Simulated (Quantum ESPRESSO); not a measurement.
# TePb (Fm-3m) in Quantum ESPRESSO: further runs

The runs below take TePb through dielectric tensor, phonons, with PBE.

All numbers are computed with Quantum ESPRESSO 7.5; they aren't measurements. Logs are shortened: lines on timing, memory, paths and dates and some standing lists are left out, and cuts for length are marked.

**Experimental background.**

A printed reference work, monograph reports, for a bulk crystal of TePb at 77 K: high-frequency dielectric constant 36.9.

The runs below are set against these values where they give the same quantity.

### 1 The structure

The structure is cubic, space group Fm-3m (No. 225). Conventional cell: a = 6.462 Å, b = 6.462 Å, c = 6.462 Å, α = 90.00°, β = 90.00°, γ = 90.00°. Pb (site symmetry m-3m) is surrounded by 6 Te at 3.23 Å. Te (site symmetry m-3m) has 6 Pb at 3.23 Å as nearest neighbours.

### 2 Dielectric tensor, PBE

pw.in reads:

```
&CONTROL
  calculation = 'scf'
  prefix = 'pwscf'
  outdir = './tmp'
  pseudo_dir = './pseudo'
  tprnfor = .true.
  tstress = .true.
  disk_io = 'low'
/
&SYSTEM
  ibrav = 0
  nat = 2
  ntyp = 2
  ecutwfc = 80
  nbnd = 22
  occupations = 'smearing'
  smearing = 'fd'
  degauss = 0.00367493
/
&ELECTRONS
  conv_thr = 4d-10
  electron_maxstep = 120
  mixing_beta = 0.5
/
ATOMIC_SPECIES
Pb   207.2000 Pb.upf
Te   127.6000 Te.upf
CELL_PARAMETERS angstrom
   0.0000000000    3.2310000000    3.2310000000
   3.2310000000    0.0000000000    3.2310000000
   3.2310000000    3.2310000000    0.0000000000
ATOMIC_POSITIONS crystal
Pb     0.0000000000    0.0000000000    0.0000000000
Te     0.5000000000    0.5000000000    0.5000000000
K_POINTS automatic
6 6 6 1 1 1
```

gamma.in reads:

```
&CONTROL
  calculation = 'bands'
  prefix = 'pwscf'
  outdir = './tmp'
  pseudo_dir = './pseudo'
  disk_io = 'low'
  verbosity = 'high'
/
&SYSTEM
  ibrav = 0
  nat = 2
  ntyp = 2
  ecutwfc = 80
  nbnd = 22
  occupations = 'smearing'
  smearing = 'fd'
  degauss = 0.00367493
/
&ELECTRONS
  conv_thr = 1d-08
  electron_maxstep = 120
  mixing_beta = 0.5
  diago_full_acc = .true.
  startingwfc = 'random'
/
ATOMIC_SPECIES
Pb   207.2000 Pb.upf
Te   127.6000 Te.upf
CELL_PARAMETERS angstrom
   0.0000000000    3.2310000000    3.2310000000
   3.2310000000    0.0000000000    3.2310000000
   3.2310000000    3.2310000000    0.0000000000
ATOMIC_POSITIONS crystal
Pb     0.0000000000    0.0000000000    0.0000000000
Te     0.5000000000    0.5000000000    0.5000000000
K_POINTS crystal
1
0.0 0.0 0.0 1
```

scf2.in reads:

```
&CONTROL
  calculation = 'scf'
  prefix = 'pwscf'
  outdir = './tmp'
  pseudo_dir = './pseudo'
  tprnfor = .true.
  tstress = .true.
  disk_io = 'low'
/
&SYSTEM
  ibrav = 0
  nat = 2
  ntyp = 2
  ecutwfc = 80
  nbnd = 22
  occupations = 'fixed'
/
&ELECTRONS
  conv_thr = 1d-13
  electron_maxstep = 120
  mixing_beta = 0.5
  startingpot = 'file'
/
ATOMIC_SPECIES
Pb   207.2000 Pb.upf
Te   127.6000 Te.upf
CELL_PARAMETERS angstrom
   0.0000000000    3.2310000000    3.2310000000
   3.2310000000    0.0000000000    3.2310000000
   3.2310000000    3.2310000000    0.0000000000
ATOMIC_POSITIONS crystal
Pb     0.0000000000    0.0000000000    0.0000000000
Te     0.5000000000    0.5000000000    0.5000000000
K_POINTS automatic
6 6 6 1 1 1
```

ph.in reads:

```
dielectric of TePb
&INPUTPH
  prefix = 'pwscf'
  outdir = './tmp'
  tr2_ph = 1d-18
  fildyn = 'dyn'
  niter_ph = 90
  alpha_mix(1) = 0.7
  epsil = .true.
  trans = .false.
  zeu = .true.
/
0.0000000000 0.0000000000 0.0000000000
```

Potentials or basis: PseudoDojo 0.4.1 SR PBE standard.

Launch:

```console
$ OMP_NUM_THREADS=1 pw.x -in pw.in > pw.out
$ OMP_NUM_THREADS=1 pw.x -in gamma.in > gamma.out
$ OMP_NUM_THREADS=1 pw.x -in scf2.in > scf2.out
$ OMP_NUM_THREADS=1 ph.x -in ph.in > ph.out
```

pw.out:

```text
This program is part of the open-source Quantum ESPRESSO suite
     for quantum simulation of materials; please cite
[... 9 lines left out ...]
     --------------------
     sticks:   dense  smooth     PW     G-vecs:    dense   smooth      PW
     Sum        1651    1651    475                44039    44039    6879

     Using Slab Decomposition

     bravais-lattice index     =            0
     lattice parameter (alat)  =       8.6348  a.u.
     unit-cell volume          =     455.2369 (a.u.)^3
     number of atoms/cell      =            2
     number of atomic types    =            2
     number of electrons       =        30.00
     number of Kohn-Sham states=           22
     kinetic-energy cutoff     =      80.0000  Ry
     charge density cutoff     =     320.0000  Ry
     scf convergence threshold =      4.0E-10
     mixing beta               =       0.5000
     number of iterations used =            8  plain     mixing
     Exchange-correlation= PBE
                           (   1   4   3   4   0   0   0)

     celldm(1)=   8.634771  celldm(2)=   0.000000  celldm(3)=   0.000000
     celldm(4)=   0.000000  celldm(5)=   0.000000  celldm(6)=   0.000000

[... 8 lines left out ...]
               b(3) = (  0.707107  0.707107 -0.707107 )

     PseudoPot. # 1 for Pb read from file:
     Pb.upf
     Pseudo is Norm-conserving + core correction, Zval = 14.0
     Generated using ONCVPSP code by D. R. Hamann
     Using radial grid of 1678 points,  6 beta functions with:
                l(1) =   0
                l(2) =   0
                l(3) =   1
                l(4) =   1
                l(5) =   2
                l(6) =   2

     PseudoPot. # 2 for Te read from file:
     Te.upf
     Pseudo is Norm-conserving + core correction, Zval = 16.0
     Generated using ONCVPSP code by D. R. Hamann
     Using radial grid of 1294 points,  6 beta functions with:
                l(1) =   0
                l(2) =   0
                l(3) =   1
                l(4) =   1
                l(5) =   2
                l(6) =   2

     atomic species   valence    mass     pseudopotential
     Pb               14.00   207.20000     Pb( 1.00)
     Te               16.00   127.60000     Te( 1.00)

     48 Sym. Ops., with inversion, found

   Cartesian axes

     site n.     atom                  positions (alat units)
         1        Pb     tau(   1) = (   0.0000000   0.0000000   0.0000000  )
         2        Te     tau(   2) = (   0.7071068   0.7071068   0.7071068  )

     number of k points=    28  Fermi-Dirac smearing, width (Ry)=  0.0037
                       cart. coord. in units 2pi/alat
        k(    1) = (   0.0589256   0.0589256   0.0589256), wk =   0.0185185
        k(    2) = (   0.1767767   0.1767767  -0.0589256), wk =   0.0555556
        k(    3) = (   0.2946278   0.2946278  -0.1767767), wk =   0.0555556
        k(    4) = (  -0.2946278  -0.2946278   0.4124790), wk =   0.0555556
        k(    5) = (  -0.1767767  -0.1767767   0.2946278), wk =   0.0555556
        k(    6) = (  -0.0589256  -0.0589256   0.1767767), wk =   0.0555556
[... 20 lines left out ...]
        k(   27) = (   0.2946278   0.2946278   0.2946278), wk =   0.0185185
        k(   28) = (  -0.2946278  -0.2946278   0.8838835), wk =   0.0555556

     Dense  grid:    44039 G-vectors     FFT dimensions: (  50,  50,  50)

     Initial potential from superposition of free atoms

     starting charge      29.9977, renormalised to      30.0000
     Starting wfcs are   18 randomized atomic wfcs +    4 random wfcs

     Self-consistent Calculation

     iteration #  1     ecut=    80.00 Ry     beta= 0.50
     Davidson diagonalization with overlap
     ethr =  1.00E-02,  avg # of iterations =  5.0

     Threshold (ethr) on eigenvalues was too large:
     Diagonalizing with lowered threshold

     Davidson diagonalization with overlap
     ethr =  1.13E-04,  avg # of iterations =  5.4

     total energy              =    -350.53334803 Ry
     estimated scf accuracy    <       0.03307608 Ry

     iteration #  2     ecut=    80.00 Ry     beta= 0.50
     Davidson diagonalization with overlap
     ethr =  1.10E-04,  avg # of iterations =  2.0

     total energy              =    -350.54084276 Ry
     estimated scf accuracy    <       0.00224192 Ry

     iteration #  3     ecut=    80.00 Ry     beta= 0.50
     Davidson diagonalization with overlap
     ethr =  7.47E-06,  avg # of iterations =  4.1

     total energy              =    -350.54126927 Ry
     estimated scf accuracy    <       0.00036649 Ry
[... 19 lines left out ...]
     total energy              =    -350.54129901 Ry
     estimated scf accuracy    <       0.00000002 Ry

     iteration #  7     ecut=    80.00 Ry     beta= 0.50
     Davidson diagonalization with overlap
     ethr =  6.94E-11,  avg # of iterations =  2.9

     total energy              =    -350.54129902 Ry
     estimated scf accuracy    <          2.0E-09 Ry

     iteration #  8     ecut=    80.00 Ry     beta= 0.50
     Davidson diagonalization with overlap
     ethr =  6.77E-12,  avg # of iterations =  2.0

     End of self-consistent calculation

          k = 0.0589 0.0589 0.0589 (  5534 PWs)   bands (ev):

   -27.1695 -27.1695 -27.1647 -27.1647 -27.1647  -7.6784  -7.6784  -7.6705
    -7.6697  -7.6697  -2.9294   3.2249   7.7107   7.7107   7.8095  12.7320
    12.8346  12.8346  14.7596  14.9980  14.9980  17.0430

          k = 0.1768 0.1768-0.0589 (  5505 PWs)   bands (ev):

   -27.1694 -27.1694 -27.1647 -27.1646 -27.1645  -7.6846  -7.6816  -7.6699
    -7.6661  -7.6632  -2.6190   2.4028   7.2551   8.0482   8.4651  11.2018
    11.4438  12.8606  14.7271  15.3196  16.2580  17.6755

          k = 0.2946 0.2946-0.1768 (  5495 PWs)   bands (ev):

   -27.1694 -27.1693 -27.1645 -27.1644 -27.1643  -7.6913  -7.6908  -7.6682
    -7.6576  -7.6559  -1.9381   1.0983   7.2363   8.2081   8.8568  10.1137
    10.4758  11.8564  15.7411  16.6355  18.0530  19.3879

          k =-0.2946-0.2946 0.4125 (  5509 PWs)   bands (ev):

   -27.1693 -27.1693 -27.1645 -27.1643 -27.1642  -7.6963  -7.6916  -7.6678
    -7.6547  -7.6529  -1.5485   0.5221   7.6159   7.8824   8.4885  10.2901
    10.6784  11.0597  16.6874  18.1268  18.4934  18.6420

          k =-0.1768-0.1768 0.2946 (  5496 PWs)   bands (ev):

   -27.1694 -27.1693 -27.1646 -27.1644 -27.1644  -7.6928  -7.6847  -7.6694
    -7.6603  -7.6572  -2.1891   1.5410   7.5311   7.6965   8.6120  10.4091
    11.5577  11.6885  14.9056  16.7002  17.1100  19.5869

          k =-0.0589-0.0589 0.1768 (  5514 PWs)   bands (ev):

   -27.1695 -27.1694 -27.1647 -27.1646 -27.1646  -7.6840  -7.6774  -7.6714
    -7.6669  -7.6663  -2.7722   2.8040   7.4837   7.5260   8.4602  11.2736
    12.8138  12.8850  14.2473  15.5768  15.6963  17.4015

          k = 0.2946 0.0589 0.0589 (  5505 PWs)   bands (ev):

   -27.1695 -27.1693 -27.1648 -27.1644 -27.1644  -7.6955  -7.6752  -7.6735
    -7.6617  -7.6607  -2.4690   2.2883   7.1268   7.1602   8.3686  10.9003
    12.9795  13.0995  13.6728  16.7141  16.8480  17.7619

          k = 0.4125 0.1768-0.0589 (  5506 PWs)   bands (ev):

   -27.1695 -27.1693 -27.1647 -27.1642 -27.1642  -7.7072  -7.6782  -7.6724
    -7.6562  -7.6541  -1.9305   1.5215   6.4882   7.0083   7.6440  11.7308
    12.2032  13.1916  14.1601  17.6972  18.4205  18.7773

          k =-0.1768-0.4125 0.5303 (  5493 PWs)   bands (ev):

   -27.1695 -27.1692 -27.1645 -27.1643 -27.1641  -7.7088  -7.6851  -7.6660
    -7.6577  -7.6507  -1.3811   0.7526   6.1441   6.6046   8.2487  10.7475
    12.5405  13.1532  15.3970  16.9377  18.9191  19.3926

          k =-0.0589-0.2946 0.4125 (  5501 PWs)   bands (ev):

   -27.1694 -27.1693 -27.1645 -27.1643 -27.1642  -7.7021  -7.6859  -7.6666
    -7.6577  -7.6549  -1.7040   1.0989   6.0726   7.3089   8.5756  10.4507
    11.6574  13.5148  15.2505  17.1819  17.8734  18.8860

          k = 0.0589-0.1768 0.2946 (  5500 PWs)   bands (ev):

   -27.1694 -27.1693 -27.1647 -27.1644 -27.1644  -7.6934  -7.6810  -7.6707
    -7.6617  -7.6588  -2.3251   1.9070   6.8752   7.8389   8.5363  10.6401
    11.5545  13.0148  14.4126  16.2784  17.3685  17.9954

          k = 0.5303 0.0589 0.0589 (  5515 PWs)   bands (ev):

   -27.1697 -27.1692 -27.1649 -27.1640 -27.1640  -7.7273  -7.6780  -7.6696
    -7.6497  -7.6490  -1.6250   1.6679   5.5428   6.4710   6.5140  12.6640
    13.8626  13.9010  14.2030  18.7456  18.9138  19.7796

          k =-0.0589-0.5303 0.6482 (  5503 PWs)   bands (ev):

   -27.1697 -27.1691 -27.1648 -27.1641 -27.1639  -7.7303  -7.6750  -7.6729
    -7.6507  -7.6459  -1.2694   1.3209   4.8670   6.0378   7.1632  12.6215
    13.0937  14.5408  15.1022  18.0112  19.6959  20.1380

          k = 0.0589-0.4125 0.5303 (  5497 PWs)   bands (ev):

   -27.1695 -27.1692 -27.1645 -27.1643 -27.1640  -7.7150  -7.6826  -7.6653
    -7.6586  -7.6494  -1.2642   0.8705   5.3496   6.4242   8.1222  11.0610
    12.9260  14.3150  15.3147  16.5000  18.4275  19.8111

          k = 0.1768-0.2946 0.4125 (  5498 PWs)   bands (ev):

   -27.1694 -27.1693 -27.1645 -27.1643 -27.1642  -7.6996  -7.6884  -7.6671
    -7.6569  -7.6532  -1.6321   0.8000   6.8430   7.4668   8.4746  10.3796
    11.3150  12.2672  15.6408  17.6862  18.1560  19.3183

          k =-0.6482 0.0589 0.0589 (  5499 PWs)   bands (ev):

   -27.1697 -27.1691 -27.1649 -27.1639 -27.1639  -7.7373  -7.6792  -7.6680
    -7.6463  -7.6458  -1.3334   1.6310   4.6994   6.3148   6.3528  12.5059
    14.2061  14.2598  15.4372  19.4385  19.4856  20.0369

          k =-0.5303 0.1768-0.0589 (  5511 PWs)   bands (ev):

   -27.1696 -27.1692 -27.1648 -27.1641 -27.1640  -7.7213  -7.6751  -7.6740
    -7.6524  -7.6491  -1.5289   1.3330   5.6963   6.2009   7.3213  12.2872
    13.1557  13.8109  14.3246  18.3523  19.1112  19.4158

          k =-0.4125 0.0589 0.0589 (  5495 PWs)   bands (ev):

   -27.1696 -27.1693 -27.1648 -27.1642 -27.1642  -7.7114  -7.6759  -7.6723
    -7.6554  -7.6544  -2.0566   1.8826   6.7402   6.7594   6.9665  12.3343
    12.9505  13.4729  13.6006  17.9555  18.1654  18.4508

          k = 0.1768 0.1768 0.1768 (  5492 PWs)   bands (ev):

   -27.1694 -27.1694 -27.1646 -27.1645 -27.1645  -7.6852  -7.6852  -7.6694
    -7.6623  -7.6623  -2.4708   2.0177   7.8536   7.8536   8.3781  11.1686
    11.4925  11.4925  15.0418  15.9812  15.9812  19.3610

          k = 0.2946 0.2946 0.0589 (  5485 PWs)   bands (ev):

   -27.1694 -27.1693 -27.1645 -27.1644 -27.1643  -7.6905  -7.6897  -7.6673
    -7.6603  -7.6576  -2.0537   1.4398   6.4728   8.2363   8.8364  10.3164
    10.5904  13.2103  15.3628  15.9815  18.2164  18.4967

          k =-0.2946-0.2946 0.6482 (  5489 PWs)   bands (ev):
[... 17 lines left out ...]
          k =-0.1768-0.4125 0.7660 (  5503 PWs)   bands (ev):

   -27.1695 -27.1692 -27.1645 -27.1643 -27.1640  -7.7140  -7.6821  -7.6670
    -7.6580  -7.6494  -1.3788   0.9823   5.7620   6.0164   8.4464  10.7344
    13.3321  13.7649  15.1679  16.8061  18.8289  19.4051

          k =-0.0589-0.2946 0.6482 (  5498 PWs)   bands (ev):

   -27.1696 -27.1692 -27.1646 -27.1643 -27.1639  -7.7218  -7.6794  -7.6675
    -7.6586  -7.6459  -1.1961   1.0404   5.1843   5.6061   8.3520  11.0229
    13.8159  14.5287  15.2561  16.4529  19.9452  20.2197

          k =-0.7660 0.1768 0.1768 (  5491 PWs)   bands (ev):

   -27.1696 -27.1692 -27.1647 -27.1641 -27.1640  -7.7236  -7.6770  -7.6714
    -7.6522  -7.6486  -1.2457   1.0568   5.0339   6.7573   6.9762  12.5701
    12.7733  14.1903  14.8051  17.9550  18.3242  20.3120

          k = 0.2946 0.2946 0.2946 (  5504 PWs)   bands (ev):

   -27.1693 -27.1693 -27.1645 -27.1643 -27.1643  -7.6925  -7.6925  -7.6686
    -7.6545  -7.6545  -1.7411   0.7104   8.0914   8.0914   8.8983   9.9988
    10.4652  10.4652  16.6341  17.7324  17.7325  19.2752

          k =-0.2946-0.2946 0.8839 (  5501 PWs)   bands (ev):

   -27.1694 -27.1693 -27.1644 -27.1643 -27.1642  -7.7015  -7.6892  -7.6656
    -7.6566  -7.6530  -1.4564   0.6282   6.4563   7.6718   8.0905  10.8450
    11.0253  12.6526  16.3636  17.1024  17.6250  19.8641

     the Fermi energy is     9.4707 ev

!    total energy              =    -350.54129902 Ry
     estimated scf accuracy    <          2.4E-10 Ry
     smearing contrib. (-TS)   =      -0.00000006 Ry
     internal energy E=F+TS    =    -350.54129896 Ry

     The total energy is F=E-TS. E is the sum of the following terms:
     one-electron contribution =    -133.49127127 Ry
     hartree contribution      =      81.89456297 Ry
     xc contribution           =     -89.25889964 Ry
     ewald contribution        =    -209.68569103 Ry

     convergence has been achieved in   8 iterations

     Forces acting on atoms (cartesian axes, Ry/au):

     atom    1 type  1   force =     0.00000000   -0.00000000    0.00000000
     atom    2 type  2   force =     0.00000000    0.00000000   -0.00000000

     Total force =     0.000000     Total SCF correction =     0.000000

     Computing stress (Cartesian axis) and pressure

          total   stress  (Ry/bohr**3)                   (kbar)     P=       21.22
   0.00014426   0.00000000  -0.00000000           21.22        0.00       -0.00
   0.00000000   0.00014426  -0.00000000            0.00       21.22       -0.00
  -0.00000000  -0.00000000   0.00014426           -0.00       -0.00       21.22

=------------------------------------------------------------------------------=
   JOB DONE.
=------------------------------------------------------------------------------=
```

It took 18 min on 1 thread of AMD EPYC, shared host; peak memory 0.12 GiB.

Results:

| Quantity | Value |
| --- | --- |
| Free energy | -4769.3573 eV |
| Pressure | 2.1 GPa |
| Electronic dielectric tensor (diagonal) | 28.35 |
| Born charges (mean of the diagonal) | Pb +5.72; Te -5.71 e |

Electronic dielectric tensor:
```
28.35  0.00  0.00
 0.00 28.35  0.00
 0.00  0.00 28.35
```

Born effective charge tensors (e):
atom 1, Pb
```
5.72 0.00 0.00
0.00 5.72 0.00
0.00 0.00 5.72
```
atom 2, Te
```
-5.71  0.00  0.00
 0.00 -5.71  0.00
 0.00  0.00 -5.71
```

Spin-orbit coupling is left out, which matters for the levels of Pb, Te.

(Continued in part 2 of 3.)
